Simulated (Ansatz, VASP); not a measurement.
## Two plane-wave programs on ZnO (zincite)

```xyz
4
Lattice="3.1874 0.0000 0.0000 -1.5937 2.7604 0.0000 0.0000 0.0000 5.1526" Properties=species:S:1:pos:R:3 pbc="T T T"
Zn    0.0000    1.8402    2.5777
Zn    1.5937    0.9201    0.0014
O     1.5937    0.9201    1.9515
O     0.0000    1.8402    4.5278
```

Alike in both runs: functional LDA; k mesh 12 × 12 × 6; occupations fermi-dirac, width 0.02 eV; no spin polarisation.

Ansatz relaxed the structure, and its values are those at the end. VASP's run is a single point on that final structure, the one shown.

```csv
,VASP,Ansatz
version,VASP 6.6.1,Ansatz 0.2.0
potentials or method,"VASP PAW LDA potentials, release 64 (Zn, O)",PAW plane waves
plane-wave cutoff (eV),520,420
valence electrons in the cell,36,36
```

```tsv
	VASP	Ansatz	Ansatz less VASP
gap on the k mesh at the Fermi level (eV)	0.81	0.79	-0.014
pressure (GPa)	1.1	0.0	-1.10
```

Ansatz warned: «pseudo_functional_mismatch».
